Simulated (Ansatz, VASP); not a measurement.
# One calculation of La, two programs

File INCAR:

```
SYSTEM = La
PREC = Accurate
ENCUT = 520
EDIFF = 1E-6
ISMEAR = -1
SIGMA = 0.08
LREAL = .False.
LASPH = .True.
NELM = 80
ALGO = Normal
ISIF = 2
LWAVE = .False.
LCHARG = .False.
NBANDS = 12
```

KPOINTS

```
Automatic mesh
0
Gamma
  15 15 15
  0 0 0
```

Contents of POSCAR:

```
La
1.0
   -1.8381089944      1.8381089944      1.8381089944
    1.8381089944     -1.8381089944      1.8381089944
    1.8381089944      1.8381089944     -1.8381089944
La
1
Direct
    0.0000000000      0.0000000000      0.0000000000
```

Input for Ansatz:

```yaml
crystal:
  lattice:
    - [-1.8381089944, 1.8381089944, 1.8381089944]
    - [1.8381089944, -1.8381089944, 1.8381089944]
    - [1.8381089944, 1.8381089944, -1.8381089944]
  atoms:
    - { symbol: La, position: [0.0, 0.0, 0.0] }
kpoints:
  mp_grid: { grid: [15, 15, 15] }
scf:
  occupations: { method: fermi_dirac, width: 0.08 }
hamiltonian:
  xc: lda
  pseudopotentials: { kind: all_electron, lapw: { basis_error: 0.001 } }
output:
  forces: true
  stress: true
  eigenvalues: true
  populations: true
```

Change from the starting cell: volume scaled by 0.75, LAPW.

Alike in both runs: task single point; functional LDA; k mesh 15 × 15 × 15; occupations fermi-dirac, width 0.08 eV; no spin polarisation.

```csv
,VASP,Ansatz
version,VASP 6.6.1,Ansatz 0.2.0
potentials or method,"VASP PAW LDA potentials, release 64 (La)","all-electron LAPW, scalar-relativistic"
plane-wave cutoff (eV),520,see its input
```

|  | VASP | Ansatz | Ansatz less VASP |
| --- | --- | --- | --- |
| pressure (GPa) | 12.4 | 12.7 | +0.25 |

Ansatz ran all-electron here, so the differences hold the error of VASP's frozen core and of both bases.

The runs have no spin-orbit coupling, so splittings on La are missing.
